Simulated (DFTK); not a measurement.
The system is HfN.

```
Hf N
1.0
     0.00000    2.25600    2.25600
     2.25600    0.00000    2.25600
     2.25600    2.25600    0.00000
Hf N
1 1
Direct
  0.00000 0.00000 0.00000
  0.50000 0.50000 0.50000
```

Base run:

```yaml
Program: DFTK 0.8.2
Functional: BLYP
Potentials_or_basis: SG15 1.2 (PBE)
Cutoff: 1225 eV
k_mesh: 8 × 8 × 8
Occupations: fermi-dirac, width 0.05 eV
Spin: no spin polarisation
```

Its results: band gap on the k mesh none (metal or under the smearing width); pressure 12.6 GPa.

**Question.** The run is repeated on the same cell with these changes: functional from BLYP to PBEsol. What comes out?

**Answer.** Band gap on the k mesh none (metal or under the smearing width); pressure -1.6 GPa.

PBEsol binds more tightly than BLYP, so the same cell stands under less pressure.

Caveats: the potentials were made for another functional, which shifts forces and pressure.

Not every run made on this cell is shown here.
